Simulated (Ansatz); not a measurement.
# BaO: how much do the potentials matter?

BaO in the rock-salt structure, relaxed with PBE; each set of potentials at its own relaxed cell, the first one printed.

```
CELL_PARAMETERS angstrom
0.00000 2.78689 2.78689
2.78689 0.00000 2.78689
2.78689 2.78689 0.00000
ATOMIC_POSITIONS crystal
Ba 0.00000 0.00000 0.00000
O 0.50000 0.50000 0.50000
```

Method (Ansatz, development build): PBE; k mesh 6×6×6; fixed occupations; no spin. Harmonic phonons by linear response, frequencies in cm⁻¹, imaginary ones marked i; at Γ the three translations are left out and no LO–TO term is added.

Caveats: coarse k mesh.

The reference is the run on all-electron PAW datasets (no frozen core) at 520 eV and 21.65 Å³ an atom: top Γ mode (cm⁻¹) 71; lowest mode at X = [0.5, 0, 0.5] (cm⁻¹) 80; top mode at X = [0.5, 0, 0.5] (cm⁻¹) 187; mean ε∞ 4.17; mean Born charge of Ba (e) 2.73.

**Question.** The same calculation was made on Ansatz generated PAW, Ansatz hand-made PAW, JTH PAW, PseudoDojo norm-conserving, Ansatz norm-conserving. How far do the results move?

**Answer.** 
```csv
potentials,cutoff (eV),volume (Å³/atom),top Γ mode (cm⁻¹),"lowest mode at X = [0.5, 0, 0.5] (cm⁻¹)","top mode at X = [0.5, 0, 0.5] (cm⁻¹)",mean ε∞,mean Born charge of Ba (e)
Ansatz generated PAW,420,21.65,69,80,187,4.17,2.73
Ansatz hand-made PAW,930,21.64,72,80,187,4.17,2.73
JTH PAW,1380,22.03,89,82,198,4.23,2.73
PseudoDojo norm-conserving,1143,21.59,72,81,187,4.16,2.73
Ansatz norm-conserving,1240,21.64,72,80,187,4.16,2.73
```

The largest move among the frequencies in the table is 17.8 cm⁻¹, in the top Γ mode on JTH PAW.
